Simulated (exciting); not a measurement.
Consider TiO2 (Anatase), space group I4_1/amd.

```cif
data_structure
_symmetry_space_group_name_H-M 'P 1'
_symmetry_Int_Tables_number 1
_cell_length_a 5.4582
_cell_length_b 5.4582
_cell_length_c 5.4582
_cell_angle_alpha 139.435
_cell_angle_beta 139.435
_cell_angle_gamma 58.713
_cell_volume 68.13
loop_
_atom_site_label
_atom_site_type_symbol
_atom_site_fract_x
_atom_site_fract_y
_atom_site_fract_z
_atom_site_occupancy
Ti1 Ti 0.75000 0.25000 0.50000 1
Ti2 Ti 0.00000 0.00000 0.00000 1
O3 O 0.79190 0.79190 0.00000 1
O4 O 0.54190 0.04190 0.50000 1
O5 O 0.95810 0.45810 0.50000 1
O6 O 0.20810 0.20810 0.00000 1
```

Absorber: atom 3, with nearest neighbours 2 Ti at 1.93 Å, 1 Ti at 1.98 Å and 2 O at 2.47 Å (site symmetry 2mm). Method: exciting, all-electron LAPW+lo, PBEsol, exchange and screened direct term (singlet BSE), 3×3×5 shifted k points, 35 conduction bands, |G+q| up to 3 bohr⁻¹, full RPA screening with nempty = 60, Lorentzian half width 0.45 eV.

**Question.** What does the O K spectrum look like, and is there a bound core exciton?

Bound core exciton? Undecided on this mesh: the first bright state (over 5 % of the brightest) lies at 0.00 eV from the Kohn–Sham onset and at -0.13 eV from the lowest bare transition of its own mesh; weaker or dark states reach down to -0.31 eV. Maxima (height): 0.1 eV (1.00), 2.7 eV (0.78), 8.0 eV (0.32), 13.8 eV (0.48) and 20.7 eV (0.24).

Energy from the Kohn–Sham onset, core level to the lowest empty state found on the meshes used; Im ε in relative units:

```csv
E (eV),Im ε
-4.0,0.02
-3.5,0.03
-3.0,0.03
-2.5,0.04
-2.0,0.06
-1.5,0.09
-1.0,0.17
-0.5,0.40
0.0,0.96
0.5,0.72
1.0,0.49
1.5,0.38
2.0,0.39
2.5,0.67
3.0,0.70
3.5,0.46
4.0,0.31
4.5,0.22
5.0,0.15
5.5,0.12
6.0,0.13
6.5,0.17
7.0,0.19
7.5,0.25
8.0,0.31
8.5,0.30
9.0,0.30
9.5,0.26
10.0,0.22
10.5,0.21
11.0,0.23
11.5,0.25
12.0,0.27
12.5,0.32
13.0,0.39
13.5,0.47
14.0,0.48
14.5,0.42
15.0,0.35
15.5,0.30
16.0,0.23
16.5,0.18
17.0,0.13
17.5,0.13
18.0,0.13
18.5,0.14
19.0,0.16
19.5,0.18
20.0,0.21
20.5,0.23
21.0,0.23
21.5,0.20
22.0,0.19
22.5,0.18
23.0,0.17
23.5,0.17
24.0,0.15
24.5,0.13
25.0,0.11
```

Binding energies aren't converged on 45 k points, and fine structure above the first lines is partly noise of the mesh. The kernel cutoff is low for a compact core orbital, so the effect of exchange is a lower bound. The zero comes from the unshifted 3×3×5 ground-state mesh; it is exact only where the band minimum lies on that mesh. The Kohn–Sham onset, 504 eV, is no photon energy: the scale needs a rigid shift. No quasiparticle correction widens the gap or stretches the bands. Vibrations and energy-dependent lifetimes are left out. The structure is a published determination, not relaxed.

[Banner, clock and machine lines of the logs are left out without a mark of their own.]

[Logs are printed without paths, hosts, clocks, repeated set-up lines and the standing remarks that a program may print on its own settings, such as how far it seeks lower states.]

[Hosts, paths, dates, database ids (printed as entryN), source tags and the programs' standing remarks are cut or masked in the printed files.]
